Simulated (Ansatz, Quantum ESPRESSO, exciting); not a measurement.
Ca: 3 runs at one level of theory

```
Ca
1.0
     0.02261    2.80956    2.74477
     2.75250    0.03962    2.72775
     2.84984    2.88989   -0.05772
Ca
1
Direct
  0.99927 0.00324 0.99894
```

The given cell was strained at random by a few per cent at fixed volume.

Alike in all runs: task single point; functional PBEsol; k mesh 8 × 8 × 8; occupations fermi-dirac, width 0.05 eV; no spin polarisation; no spin-orbit coupling. Pressure is positive in compression and, in plane waves, holds the error of the finite cutoff.

```tsv
program and potentials	plane-wave cutoff (eV)	notes	band gap (eV)	pressure (GPa)	energy over the undisturbed cell (meV/atom)
exciting, all-electron LAPW+lo, shipped species files, valence relativity iora*	-	-	no gap	-	4.74
Quantum ESPRESSO, GBRV 1.5 PBEsol	612	-	?	?	?
Ansatz, all-electron LAPW, scalar-relativistic	-	-	no gap	-1.15	-
```

**Question.** Estimate from the other rows what the run with Quantum ESPRESSO, GBRV 1.5 PBEsol gave.

**Answer.** No band gap; pressure -1.17 GPa; energy over the undisturbed cell 4.78 meV/atom. The other rows, which needn't bracket it: pressure -1.15; energy over the undisturbed cell 4.74.
